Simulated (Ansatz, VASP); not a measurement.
**S: VASP beside Ansatz**

INCAR

```
ALGO = Normal ; EDIFF = 1E-7
ENCUT = 520 ; GGA = PS
ISIF = 2 ; ISMEAR = -1
LASPH = T ; LCHARG = T
LELF = T ; LREAL = F
LVHAR = T ; LWAVE = F
NBANDS = 13 ; NELM = 100
PREC = Accurate ; SIGMA = 0.05
```

Contents of KPOINTS:

```
k-points
0
Gamma
  13 13 13
```

POSCAR

```
S
1.0
    0.0000000000      2.4980432615      2.4980432615
    2.4980432615      0.0000000000      2.4980432615
    2.4980432615      2.4980432615      0.0000000000
S
2
Direct
   -0.1250000000     -0.1250000000     -0.1250000000
    0.1250000000      0.1250000000      0.1250000000
```

Input for Ansatz:

```yaml
crystal:
  lattice:
    - [0.0, 2.4980432615, 2.4980432615]
    - [2.4980432615, 0.0, 2.4980432615]
    - [2.4980432615, 2.4980432615, 0.0]
  atoms:
    - { symbol: S, position: [-0.125, -0.125, -0.125] }
    - { symbol: S, position: [0.125, 0.125, 0.125] }
kpoints:
  mp_grid: { grid: [13, 13, 13] }
scf:
  occupations: { method: fermi_dirac, width: 0.05 }
hamiltonian:
  xc: pbesol
  pseudopotentials: { kind: all_electron, lapw: { basis_error: 0.001 } }
output:
  forces: true
  stress: true
  eigenvalues: true
  populations: true
```

Change from the starting cell: volume scaled by 0.68, LAPW.

Alike in both runs: task single point; functional PBEsol; k mesh 13 × 13 × 13; occupations fermi-dirac, width 0.05 eV; no spin polarisation.

```csv
,VASP,Ansatz
version,VASP 6.6.1,Ansatz 0.2.0
potentials or method,"VASP PAW PBE potentials, release 64 (S)","all-electron LAPW, scalar-relativistic"
plane-wave cutoff (eV),520,see its input
```

Ansatz gave:

* pressure (GPa): 34.4

**Question.** Which values does VASP return?

**Answer.** Pressure (GPa): 34.7.

Ansatz ran all-electron here, so the differences hold the error of VASP's frozen core and of both bases.

Caveats: so large a pressure means that the cell lies far from this level's equilibrium, or that cutoff or potentials fall short (VASP); the potentials were made for another functional, which shifts forces and pressure (VASP).
